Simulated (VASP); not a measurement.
# Zn (Fm-3m) in VASP: settings compared, part 2 of 3

VASP 6.6.1. The steps go on from the part before.

### 4 Optical spectrum, r2SCAN+D4 (volume scaled by 1.08)

Contents of INCAR:

```
SYSTEM = Zn
ALGO = Normal
CSHIFT = 0.1
EDIFF = 1E-6
ENCUT = 520
ISIF = 2
ISMEAR = 1
IVDW = 13
LASPH = .TRUE.
LCHARG = .FALSE.
LMIXTAU = .TRUE.
LOPTICS = .TRUE.
LREAL = .FALSE.
LWAVE = .FALSE.
METAGGA = R2SCAN
NBANDS = 48
NEDOS = 2000
NELM = 60
PREC = Accurate
SIGMA = 0.2
VDW_A1 = 0.51559235
VDW_A2 = 5.77342911
VDW_S6 = 1.0
VDW_S8 = 0.6018749
```

Contents of Zn.cif:

```cif
data_Zn
_cell_length_a 4.03166364
_cell_length_b 4.03166364
_cell_length_c 4.03166364
_cell_angle_alpha 90.00000000
_cell_angle_beta 90.00000000
_cell_angle_gamma 90.00000000
_space_group_name_H-M_alt 'Fm-3m'
_space_group_name_Hall '-F 4 2 3'
_space_group_IT_number 225
loop_
_space_group_symop_operation_xyz
'x,y,z'
'-x,-y,-z'
'-y,x,z'
'y,-x,-z'
'-x,-y,z'
'x,y,-z'
'y,-x,z'
'-y,x,-z'
'x,-y,-z'
'-x,y,z'
'-y,-x,-z'
'y,x,z'
'-x,y,-z'
'x,-y,z'
'y,x,-z'
'-y,-x,z'
'z,x,y'
'-z,-x,-y'
'z,-y,x'
'-z,y,-x'
'z,-x,-y'
'-z,x,y'
'z,y,-x'
'-z,-y,x'
'-z,x,-y'
'z,-x,y'
'-z,-y,-x'
'z,y,x'
'-z,-x,y'
'z,x,-y'
'-z,y,x'
'z,-y,-x'
'y,z,x'
'-y,-z,-x'
'x,z,-y'
'-x,-z,y'
'-y,z,-x'
'y,-z,x'
'-x,z,y'
'x,-z,-y'
'-y,-z,x'
'y,z,-x'
'-x,-z,-y'
'x,z,y'
'y,-z,-x'
'-y,z,x'
'x,-z,y'
'-x,z,-y'
'x,y+1/2,z+1/2'
'-x,-y+1/2,-z+1/2'
'-y,x+1/2,z+1/2'
[... 62 lines left out ...]
'-z+1/2,-x,-y+1/2'
'z+1/2,-y,x+1/2'
'-z+1/2,y,-x+1/2'
'z+1/2,-x,-y+1/2'
'-z+1/2,x,y+1/2'
'z+1/2,y,-x+1/2'
'-z+1/2,-y,x+1/2'
'-z+1/2,x,-y+1/2'
'z+1/2,-x,y+1/2'
'-z+1/2,-y,-x+1/2'
'z+1/2,y,x+1/2'
'-z+1/2,-x,y+1/2'
'z+1/2,x,-y+1/2'
'-z+1/2,y,x+1/2'
'z+1/2,-y,-x+1/2'
'y+1/2,z,x+1/2'
'-y+1/2,-z,-x+1/2'
'x+1/2,z,-y+1/2'
'-x+1/2,-z,y+1/2'
'-y+1/2,z,-x+1/2'
'y+1/2,-z,x+1/2'
'-x+1/2,z,y+1/2'
'x+1/2,-z,-y+1/2'
'-y+1/2,-z,x+1/2'
'y+1/2,z,-x+1/2'
'-x+1/2,-z,-y+1/2'
'x+1/2,z,y+1/2'
'y+1/2,-z,-x+1/2'
'-y+1/2,z,x+1/2'
'x+1/2,-z,y+1/2'
'-x+1/2,z,-y+1/2'
'x+1/2,y+1/2,z'
'-x+1/2,-y+1/2,-z'
'-y+1/2,x+1/2,z'
'y+1/2,-x+1/2,-z'
'-x+1/2,-y+1/2,z'
'x+1/2,y+1/2,-z'
'y+1/2,-x+1/2,z'
'-y+1/2,x+1/2,-z'
'x+1/2,-y+1/2,-z'
'-x+1/2,y+1/2,z'
'-y+1/2,-x+1/2,-z'
'y+1/2,x+1/2,z'
'-x+1/2,y+1/2,-z'
'x+1/2,-y+1/2,z'
'y+1/2,x+1/2,-z'
'-y+1/2,-x+1/2,z'
'z+1/2,x+1/2,y'
'-z+1/2,-x+1/2,-y'
'z+1/2,-y+1/2,x'
'-z+1/2,y+1/2,-x'
'z+1/2,-x+1/2,-y'
'-z+1/2,x+1/2,y'
'z+1/2,y+1/2,-x'
'-z+1/2,-y+1/2,x'
'-z+1/2,x+1/2,-y'
'z+1/2,-x+1/2,y'
'-z+1/2,-y+1/2,-x'
'z+1/2,y+1/2,x'
'-z+1/2,-x+1/2,y'
'z+1/2,x+1/2,-y'
'-z+1/2,y+1/2,x'
'z+1/2,-y+1/2,-x'
'y+1/2,z+1/2,x'
'-y+1/2,-z+1/2,-x'
'x+1/2,z+1/2,-y'
'-x+1/2,-z+1/2,y'
'-y+1/2,z+1/2,-x'
'y+1/2,-z+1/2,x'
'-x+1/2,z+1/2,y'
'x+1/2,-z+1/2,-y'
'-y+1/2,-z+1/2,x'
'y+1/2,z+1/2,-x'
'-x+1/2,-z+1/2,-y'
'x+1/2,z+1/2,y'
'y+1/2,-z+1/2,-x'
'-y+1/2,z+1/2,x'
'x+1/2,-z+1/2,y'
'-x+1/2,z+1/2,-y'
loop_
_atom_site_label
_atom_site_type_symbol
_atom_site_symmetry_multiplicity
_atom_site_Wyckoff_symbol
_atom_site_fract_x
_atom_site_fract_y
_atom_site_fract_z
_atom_site_occupancy
Zn1 Zn 4 a 0.0000000000 0.0000000000 0.0000000000 1
```

Contents of KPOINTS:

```
k-points
0
G
  7 7 7
  0 0 0
```

Contents of POSCAR:

```
Zn
 1.0000000000000000
     4.0316636399999997    0.0000000000000000    0.0000000000000000
     0.0000000000000000    4.0316636399999997    0.0000000000000000
     0.0000000000000000    0.0000000000000000    4.0316636399999997
 Zn 
   4
Cartesian
  0.0000000000000000  0.0000000000000000  0.0000000000000000
  0.0000000000000000  2.0158318199999998  2.0158318199999998
  2.0158318199999998  0.0000000000000000  2.0158318199999998
  2.0158318199999998  2.0158318199999998  0.0000000000000000
```

Potentials or basis: VASP PAW PBE potentials, release 64 (Zn).

On the command line:

```console
> ase convert -i cif -o vasp Zn.cif POSCAR
> cat potpaw_PBE.64/Zn/POTCAR > POTCAR
> mpirun -np 1 vasp_std > vasp.out
```

OUTCAR:

```text
SYSTEM = Zn
   EDIFF = 1E-6
   ENCUT = 520
   ISIF = 2
   ISMEAR = 1
   IVDW = 13
   LASPH = .TRUE.
   LREAL = .FALSE.
   METAGGA = R2SCAN
   NELM = 60
   PREC = Accurate

 ion  position               nearest neighbor table
   1  0.000  0.000  0.000-   2 2.85   3 2.85   4 2.85   2 2.85   3 2.85   2 2.85   4 2.85   2 2.85
                             3 2.85   4 2.85   3 2.85   4 2.85
   2  0.000  0.500  0.500-   1 2.85   3 2.85   4 2.85   1 2.85   4 2.85   1 2.85   3 2.85   1 2.85
                             3 2.85   4 2.85   4 2.85   3 2.85
   3  0.500  0.000  0.500-   1 2.85   2 2.85   4 2.85   1 2.85   4 2.85   2 2.85   4 2.85   4 2.85
                             1 2.85   2 2.85   1 2.85   2 2.85
   4  0.500  0.500  0.000-   1 2.85   2 2.85   3 2.85   2 2.85   3 2.85   1 2.85   3 2.85   3 2.85
                             1 2.85   2 2.85   2 2.85   1 2.85

  LATTYP: Found a simple cubic cell.
 ALAT       =     4.0316636400

  Lattice vectors:

 A1 = (   4.0316636400,   0.0000000000,   0.0000000000)
 A2 = (   0.0000000000,   4.0316636400,   0.0000000000)
 A3 = (   0.0000000000,   0.0000000000,   4.0316636400)

Analysis of symmetry for initial positions (statically):
=====================================================================
 Subroutine PRICEL returns following result:

  LATTYP: Found a face centered cubic cell.
 ALAT       =     4.0316636400

  Lattice vectors:

 A1 = (   2.0158318200,  -2.0158318200,   0.0000000000)
 A2 = (   2.0158318200,   0.0000000000,   2.0158318200)
 A3 = (   0.0000000000,  -2.0158318200,   2.0158318200)

   4 primitive cells build up your supercell.

 Routine SETGRP: Setting up the symmetry group for a
 simple cubic supercell.

 Subroutine GETGRP returns: Found 48 space group operations
 (whereof 48 operations were pure point group operations)
 out of a pool of 48 trial point group operations.

The static configuration has the point symmetry O_h .

Analysis of symmetry for dynamics (positions and initial velocities):
=====================================================================
 Subroutine PRICEL returns following result:

  LATTYP: Found a face centered cubic cell.
 ALAT       =     4.0316636400

  Lattice vectors:

 A1 = (   2.0158318200,  -2.0158318200,   0.0000000000)
 A2 = (   2.0158318200,   0.0000000000,   2.0158318200)
 A3 = (   0.0000000000,  -2.0158318200,   2.0158318200)

   4 primitive cells build up your supercell.
[... 150 lines left out ...]

 E-fermi :   2.2331     XC(G=0): -12.2147

 val. band max:        2.1604859153   @ k =   0.4286   0.1429   0.1429
 cond. band min:       2.6474211063   @ k =   0.2857   0.0000   0.0000
 fundamental gap:      0.4869351909
 Fermi energy:         2.2331267918

 k-point     1 :       0.0000    0.0000    0.0000
  band No.  band energies     occupation
      1      -7.7823      2.00000
      2      -5.9065      2.00000
      3      -5.9065      2.00000
      4      -5.9065      2.00000
      5      -5.8623      2.00000
      6      -5.8623      2.00000
[... 769 lines left out ...]
     35      17.7177      0.00000
     36      17.7177      0.00000
 [bands above 36 left out]

------------------------ aborting loop because EDIFF is reached ----------------------------------------

  DFT-D4 for vdW energy calculation

  Edisp (eV):   -0.42676

  FORCE on cell =-STRESS in cart. coord.  units (eV):
  Direction    XX          YY          ZZ          XY          YZ          ZX
  --------------------------------------------------------------------------------------
  -------------------------------------------------------------------------------------
  Total      -3.67698    -3.67698    -3.67698    -0.00000    -0.00000    -0.00000
  in kB     -89.89768   -89.89768   -89.89768    -0.00000    -0.00000    -0.00000
  external pressure =      -89.90 kB  Pullay stress =        0.00 kB

 VOLUME and BASIS-vectors are now :
 -----------------------------------------------------------------------------
  energy-cutoff  :      520.00
  volume of cell :       65.53
      direct lattice vectors                 reciprocal lattice vectors
     4.031663640  0.000000000  0.000000000     0.248036565  0.000000000  0.000000000
     0.000000000  4.031663640  0.000000000     0.000000000  0.248036565  0.000000000
     0.000000000  0.000000000  4.031663640     0.000000000  0.000000000  0.248036565

 POSITION                                       TOTAL-FORCE (eV/Angst)
 -----------------------------------------------------------------------------------
      0.00000      0.00000      0.00000         0.000000      0.000000     -0.000000
      0.00000      2.01583      2.01583         0.000000      0.000000     -0.000000
      2.01583      0.00000      2.01583        -0.000000     -0.000000      0.000000
      2.01583      2.01583      0.00000        -0.000000     -0.000000      0.000000
 -----------------------------------------------------------------------------------
    total drift:                                0.000000      0.000000     -0.000000

  FREE ENERGIE OF THE ION-ELECTRON SYSTEM (eV)
  ---------------------------------------------------
  free  energy   TOTEN  =       -35.6926165897 eV

  energy  without entropy=      -35.6895055420  energy(sigma->0) =      -35.69157957

 electrical conductivity sigma (Mega S m-1) (frequency dependency in vasprun.xml)
  --------------------------------------------------------------------------------------
       0.246      -0.000      -0.000
      -0.000       0.246       0.000
      -0.000       0.000       0.246

  frequency dependent IMAGINARY DIELECTRIC FUNCTION (independent particle, no local field effects) density-density
     E(ev)      X         Y         Z        XY        YZ        ZX
  --------------------------------------------------------------------------------------------------------------
     0.00000     0.00000     0.00000     0.00000     0.00000     0.00000     0.00000
     0.46558     0.12268     0.12268     0.12268     0.00000     0.00000    -0.00000
     0.93117     0.39111     0.39111     0.39111     0.00000     0.00000    -0.00000
     1.39675     5.41442     5.41442     5.41442     0.00000     0.00000     0.00000
     1.86234     1.77148     1.77148     1.77148     0.00000     0.00000     0.00000
     2.32792    23.98179    23.98179    23.98179     0.00000     0.00000    -0.00000
[... 92 lines left out ...]
    45.62727     0.00053     0.00053     0.00053    -0.00000     0.00000     0.00000
    46.09286     0.00051     0.00051     0.00051    -0.00000     0.00000     0.00000

  frequency dependent      REAL DIELECTRIC FUNCTION (independent particle, no local field effects) density-density
     E(ev)        X           Y           Z          XY          YZ          ZX
  --------------------------------------------------------------------------------------------------------------
     0.00000     6.31143     6.31143     6.31143     0.00000     0.00000    -0.00000
     0.46558     6.57416     6.57416     6.57416     0.00000     0.00000    -0.00000
     0.93117     7.68199     7.68199     7.68199     0.00000     0.00000    -0.00000
     1.39675     8.72258     8.72258     8.72258     0.00000     0.00000    -0.00000
     1.86234     9.47607     9.47607     9.47607    -0.00000    -0.00000     0.00000
     2.32792     5.09389     5.09389     5.09389    -0.00000    -0.00000     0.00000
[... 92 lines left out ...]
    45.62727     0.90981     0.90981     0.90981    -0.00000    -0.00000    -0.00000
    46.09286     0.91222     0.91222     0.91222    -0.00000    -0.00000    -0.00000

  frequency dependent IMAGINARY DIELECTRIC FUNCTION (independent particle, no local field effects) current-current
     E(ev)      X         Y         Z        XY        YZ        ZX
  --------------------------------------------------------------------------------------------------------------
     0.00000    45.48741    45.48741    45.48741     0.00000     0.00000    -0.00000
     0.46558     2.50509     2.50509     2.50509     0.00000     0.00000    -0.00000
     0.93117     1.75505     1.75505     1.75505     0.00000     0.00000    -0.00000
     1.39675     6.62502     6.62502     6.62502     0.00000     0.00000    -0.00000
     1.86234     2.53512     2.53512     2.53512     0.00000     0.00000     0.00000
     2.32792    24.39063    24.39063    24.39063     0.00000     0.00000    -0.00000
[... 92 lines left out ...]
    45.62727     0.00013     0.00013     0.00013    -0.00000    -0.00000     0.00000
    46.09286     0.00012     0.00012     0.00012    -0.00000    -0.00000     0.00000

  frequency dependent      REAL DIELECTRIC FUNCTION (independent particle, no local field effects) current-current
     E(ev)        X           Y           Z          XY          YZ          ZX
  --------------------------------------------------------------------------------------------------------------
     0.00000     6.24865     6.24865     6.24865     0.00000     0.00000    -0.00000
     0.46558     6.50033     6.50033     6.50033     0.00000     0.00000    -0.00000
     0.93117     7.57984     7.57984     7.57984     0.00000     0.00000    -0.00000
     1.39675     7.66481     7.66481     7.66481    -0.00000    -0.00000     0.00000
     1.86234     9.38615     9.38615     9.38615    -0.00000    -0.00000     0.00000
     2.32792     2.48333     2.48333     2.48333    -0.00000    -0.00000     0.00000
[... 92 lines left out ...]
    45.62727     0.90983     0.90983     0.90983    -0.00000    -0.00000    -0.00000
    46.09286     0.91224     0.91224     0.91224    -0.00000    -0.00000    -0.00000
```

It took 5.1 min on 1 thread of AMD EPYC 7R43 (Zen 3), shared host; peak memory 0.21 GiB.

Results:

```yaml
Free_energy: -35.6926 eV
Pressure: -9.0 GPa
Band_gap_on_the_k_mesh: none (metal or under the smearing width)
Dispersion_energy_per_atom: -0.107 eV
```

Levels at points of the mesh, in eV from the Fermi level:
```csv
k point,band 20,band 21,band 22,band 23,band 24,band 25,band 26,band 27,band 28,band 29
"(0.00, 0.00, 0.00)",-6.90,-6.90,-0.71,-0.71,-0.71,1.87,1.87,1.87,8.74,8.74
```

Dielectric function (mean over the directions given):
```csv
energy (eV),real part,imaginary part
0.28,6.40,0.07
1.30,9.97,3.76
2.33,5.09,23.98
3.35,-1.74,0.46
4.38,0.60,1.10
5.40,1.40,0.23
6.43,-0.18,0.63
7.45,1.19,0.71
8.47,0.98,0.78
9.50,1.06,0.53
10.62,0.92,0.55
11.64,0.91,0.71
12.66,0.86,0.66
13.69,0.89,0.49
14.71,0.94,0.59
15.74,0.81,0.63
16.76,0.69,0.47
17.79,0.76,0.44
18.81,0.77,0.29
19.93,0.88,0.34
```

Caveat: spectra need much finer meshes, so this one isn't converged; independent-particle spectra lack excitons; the intraband (Drude) part of a metal's response may be missing; the PAW data sets were made with another functional, which shifts forces and pressure a little; pairwise dispersion overbinds metals, which lowers pressure and volume.

(Continued in part 3 of 3.)
